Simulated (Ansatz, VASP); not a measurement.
MgO in VASP and in Ansatz

File INCAR:

```
ALGO     = Normal         # electronic algorithm
EDIFF    = 1E-7           # SCF threshold, eV
ENCUT    = 520            # plane-wave cutoff, eV
GGA      = PS             # functional
ISIF     = 2              # what is computed and relaxed
ISMEAR   = 0              # smearing method
LASPH    = T              # aspherical terms in the spheres
LCHARG   = F              # write CHGCAR
LREAL    = F              # projectors in reciprocal space
LWAVE    = F              # write WAVECAR
NBANDS   = 11             # bands
NELM     = 100            # most SCF steps
PREC     = Accurate       # precision mode
SIGMA    = 0.05           # smearing width, eV
```

File KPOINTS:

```
k-points
0
Gamma
  10 10 10
```

POSCAR

```
MgO
1.0
    0.0000000000      2.0092530771      2.4111036925
    2.0092530771      0.0000000000      2.4111036925
    2.0092530771      2.0092530771      0.0000000000
Mg O
1 1
Direct
    0.0000000000      0.0000000000      0.0000000000
    0.5000000000      0.5000000000      0.5000000000
```

Input for Ansatz:

```yaml
crystal:
  lattice:
    - [0.0, 2.0092530771, 2.4111036925]
    - [2.0092530771, 0.0, 2.4111036925]
    - [2.0092530771, 2.0092530771, 0.0]
  atoms:
    - { symbol: Mg, position: [0.0, 0.0, 0.0] }
    - { symbol: O, position: [0.5, 0.5, 0.5] }
basis:
  ecutwfc: 420
kpoints:
  mp_grid: { grid: [10, 10, 10] }
hamiltonian:
  xc: pbesol
scf:
  occupations: { method: gaussian, width: 0.05 }
output:
  forces: true
  stress: true
  eigenvalues: true
```

Alike in both runs: task single point; functional PBEsol; k mesh 10 × 10 × 10; occupations gaussian, width 0.05 eV; no spin polarisation.

```csv
,VASP,Ansatz
version,VASP 6.6.1,Ansatz 0.2.0
potentials or method,"VASP PAW PBE potentials, release 64 (Mg, O)","scalar-relativistic, plane waves, PAW"
plane-wave cutoff (eV),520,420
valence electrons in the cell,8,16
```

```tsv
	VASP	Ansatz	Ansatz less VASP
gap on the k mesh at the Fermi level (eV)	4.01	4.02	+0.006
least direct gap on the mesh (eV)	4.01	4.02	+0.006
pressure (GPa)	2.6	3.0	+0.40
largest component of the traceless stress (GPa)	16.28	16.22	-0.062
```

The two sets of potentials don't hold the same shells in valence.

Caveats: the PAW data sets were made with another functional, which shifts forces and pressure a little (VASP). A hybrid or GW would open this gap; PBEsol tends to underestimate it.
